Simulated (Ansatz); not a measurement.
## Ionic part of the dielectric constant of HfO3, mode by mode

The calculation used DFT PBE, scalar-relativistic, plane waves, PAW in Ansatz 0.2.0. Settings: 420 eV plane-wave cutoff, Γ-centred 6×8×4 mesh, fixed occupations. No spin polarisation. Phonons by linear response, acoustic sum rule imposed.

The structure is monoclinic, space group P2_1/m (No. 11). Conventional cell: a = 4.085 Å, b = 3.238 Å, c = 7.897 Å, α = 90.00°, β = 95.64°, γ = 90.00°. Hf (site symmetry m) is surrounded by 8 O at 2.14 to 2.21 Å. O (site symmetry m) has 1 O at 1.50 Å as nearest neighbours. O (site symmetry m) is surrounded by 4 Hf at 2.20 to 2.21 Å. O (site symmetry m) is surrounded by 1 O at 1.50 Å.

The cell was built by swapping an element in a database structure (itself possibly hypothetical) and relaxing; it need not be the stable form of this composition. The crystal is built of layers and no dispersion correction was added, so the binding between them is poorly described, and with it their spacing and whatever depends on it. Spin–orbit coupling is left out, which matters for heavy elements.

The primitive cell has V = 103.95 Å³ and ε∞,zz = 2.639. Each polar mode adds Δε = (4.92064×10⁷/V)·S/ν² along z, with S its oscillator strength in e²/amu, ν in cm⁻¹ and V in Å³.

Question: From these modes, find each Δε and ε0,zz.
```csv
ν (cm⁻¹),S_zz (e²/amu)
382.8,0.00019
403.7,0.2014
416.8,0.00096
574.7,0.1461
877.4,0.03344
```

Answer:
```
ν (cm⁻¹)    Δε
   382.8  0.00
   403.7  0.58
   416.8  0.00
   574.7  0.21
   877.4  0.02
```

The sum is 0.818, so ε0,zz = 3.46; the run's tensor has 3.46.

Cost: 1 run of about 17 core-minutes, on AMD EPYC 7R43 (Zen 3) (shared hosts).

The lattice adds much less to ε0,zz than the electrons do, and nearly all of its share comes from the modes at 403.7 and 574.7 cm⁻¹. The lower one dominates because it has both the larger oscillator strength and the softer restoring force, which enters as the inverse square of the frequency. Low frequency alone is not enough: the modes at 382.8 and 416.8 cm⁻¹ contribute almost nothing, probably because their dipoles lie mainly in another direction.

The O–O distance of 1.50 Å is typical of a peroxide, so the compound is best read as a Hf(IV) oxide peroxide, not as hexavalent hafnium. The 877.4 cm⁻¹ mode is then probably the O–O stretch, whose nearly homopolar bond carries little dipole and is stiff as well. The response is far weaker than in dense HfO2, where soft Hf–O modes give a large ionic part. This suggests that z lies close to the layer normal, but one tensor component cannot establish a low permittivity in the other directions.
